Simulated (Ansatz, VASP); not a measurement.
# One calculation of Si, two programs

```
Si
1.0
     2.62054    0.00000    0.00000
    -1.31027    2.26946    0.00000
     0.00000    0.00000    2.46635
Si
1
Cartesian
  0.0000 0.0000 0.0000
```

This isn't the form of Si at room conditions, which is diamond.

Alike in both runs: task single point; functional PBE; k mesh 12 × 12 × 11; occupations gaussian, width 0.028 eV; no spin polarisation.

```csv
,VASP,Ansatz
version,VASP 6.6.1,Ansatz 0.2.0
potentials or method,"VASP PAW PBE potentials, release 64 (Si)",Ansatz PAW
plane-wave cutoff (eV),520,420
valence electrons in the cell,4,4
```

Ansatz gave:

| Item | Value |
| --- | --- |
| gap on the k mesh at the Fermi level (eV) | none |
| pressure (GPa) | 3.1 |
| largest component of the traceless stress (GPa) | 3.51 |

Problem. Estimate VASP's values.

Solution. gap on the k mesh at the Fermi level (eV): none; pressure (GPa): 3.0; largest component of the traceless stress (GPa): 3.50.

A gap of «none» marks a metal or a gap that the smearing closes.
